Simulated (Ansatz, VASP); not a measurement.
# CuAu in VASP and in Ansatz

```xyz
2
Lattice="2.8185 0.0000 0.0000 0.0000 2.8185 0.0000 0.0000 0.0000 3.6943" Properties=species:S:1:pos:R:3 pbc="T T T"
Cu    1.4093    1.4093    1.8472
Au    0.0000    0.0000    0.0000
```

Change from the starting cell: volume scaled by 1.02.

Alike in both runs: task single point; functional PBE; k mesh 13 × 13 × 10; occupations fermi-dirac, width 0.05 eV; no spin polarisation.

|  | VASP | Ansatz |
| --- | --- | --- |
| version | VASP 6.6.1 | Ansatz 0.2.0 |
| potentials or method | VASP PAW PBE potentials, release 64 (Cu, Au), cutoff 520 eV | all-electron LAPW, scalar-relativistic |

```tsv
	VASP	Ansatz	Ansatz less VASP
pressure (GPa)	3.3	3.3	+0.06
largest component of the traceless stress (GPa)	0.18	0.14	-0.049
```

Ansatz ran all-electron here, so the differences hold the error of VASP's frozen core and of both bases.

Spin-orbit coupling is left out, which matters for the levels of Au.
